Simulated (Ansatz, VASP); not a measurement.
# BAs in VASP and in Ansatz

Contents of POSCAR:

```
BAs
1.0
    0.0000000000      2.3885000000      2.3885000000
    2.3885000000      0.0000000000      2.3885000000
    2.3885000000      2.3885000000      0.0000000000
As B
1 1
Direct
    0.7500000000      0.7500000000      0.7500000000
    0.0000000000      0.0000000000      0.0000000000
```

INCAR.step1

```
SYSTEM = BAs
PREC     = Accurate       ! precision mode
ENCUT    = 520            ! plane-wave cutoff, eV
EDIFF    = 1E-5           ! SCF threshold, eV
ISMEAR   = -1             ! smearing method
SIGMA    = 0.05           ! smearing width, eV
LREAL    = .FALSE.        ! projectors in reciprocal space
LASPH    = .TRUE.         ! aspherical terms in the spheres
NELM     = 100            ! most SCF steps
ALGO     = Normal         ! electronic algorithm
ISIF     = 2              ! what is computed and relaxed
LWAVE    = .TRUE.         ! write WAVECAR
LCHARG   = .FALSE.        ! write CHGCAR
GGA      = PE             ! functional
NBANDS   = 11             ! bands
```

INCAR.step2

```
SYSTEM = BAs
PREC     = Accurate       ! precision mode
ENCUT    = 520            ! plane-wave cutoff, eV
EDIFF    = 1E-6           ! SCF threshold, eV
ISMEAR   = -1             ! smearing method
SIGMA    = 0.05           ! smearing width, eV
LREAL    = .FALSE.        ! projectors in reciprocal space
LASPH    = .TRUE.         ! aspherical terms in the spheres
NELM     = 100            ! most SCF steps
ALGO     = Normal         ! electronic algorithm
ISIF     = 2              ! what is computed and relaxed
LWAVE    = .FALSE.        ! write WAVECAR
LCHARG   = .FALSE.        ! write CHGCAR
GGA      = PE             ! functional
LHFCALC  = .TRUE.         ! exact exchange
AEXX     = 0.25           ! exact-exchange fraction
HFSCREEN = 0.3            ! screening, 1/A
PRECFOCK = Normal       
ISTART   = 1            
NBANDS   = 11             ! bands
```

The input KPOINTS:

```
Automatic mesh
0
G
  5 5 5
  0 0 0
```

The input input.yaml:

```yaml
crystal:
  lattice:
    - [0.0, 2.3885, 2.3885]
    - [2.3885, 0.0, 2.3885]
    - [2.3885, 2.3885, 0.0]
  atoms:
    - { symbol: As, position: [0.75, 0.75, 0.75] }
    - { symbol: B, position: [0.0, 0.0, 0.0] }
hamiltonian:
  xc: { exchange: pbe, correlation: pbe, exx: { coeff: 0.25, omega: 0.3 } }
  pseudopotentials: { kind: paw }
kpoints:
  mp_grid: { grid: [5, 5, 5] }
  band_path:
    path:
      - [[0.0, 0.0, 0.0], [0.5, 0.0, 0.5], [0.5, 0.25, 0.75], [0.375, 0.375, 0.75], [0.0, 0.0, 0.0], [0.5, 0.5, 0.5], [0.625, 0.25, 0.625], [0.5, 0.25, 0.75], [0.5, 0.5, 0.5], [0.375, 0.375, 0.75]]
      - [[0.625, 0.25, 0.625], [0.5, 0.0, 0.5]]
    npoints: 4
scf:
  occupations: { method: fermi_dirac, width: 0.05 }
  n_extra_bands: 6
output:
  forces: true
  stress: true
  eigenvalues: true
  fatbands: false
  write_density: true
  write_potential: true
  elf: true
  volumetric_format: npy
```

Alike in both runs: functional PBE-based screened hybrid; k mesh 5 × 5 × 5; occupations fermi-dirac, width 0.05 eV; no spin polarisation.

```csv
,VASP,Ansatz
version,VASP 6.6.1,Ansatz 0.2.0
potentials or method,"VASP PAW PBE potentials, release 64 (As, B)",Ansatz PAW
plane-wave cutoff (eV),520,420
valence electrons in the cell,8,18
task,single point,band structure
```

```tsv
	VASP	Ansatz	Ansatz less VASP
gap on the k mesh at the Fermi level (eV)	1.67	1.67	-0.008
least direct gap on the mesh (eV)	3.94	3.94	+0.004
pressure (GPa)	-0.1	0.0	+0.10
```

With one functional, cell and mesh, what is left measures potentials, basis and numerics. The two sets of potentials don't hold the same shells in valence.

Caveats: the k mesh is coarse (spacing up to 0.46 Å⁻¹), so the values aren't converged (VASP); the PAW data sets were made with another functional, which shifts forces and pressure a little (VASP); an odd mesh through Γ misses points on the zone boundary, where band edges often lie (VASP); the k mesh is coarse (spacing up to 0.46 Å⁻¹), so the values aren't converged, least of all with exact exchange (Ansatz); the PAW data sets come from PBE, with cores solved anew for the run's functional, which leaves a small shift of forces and pressure (Ansatz); the thresholds are loose for stress (Ansatz).
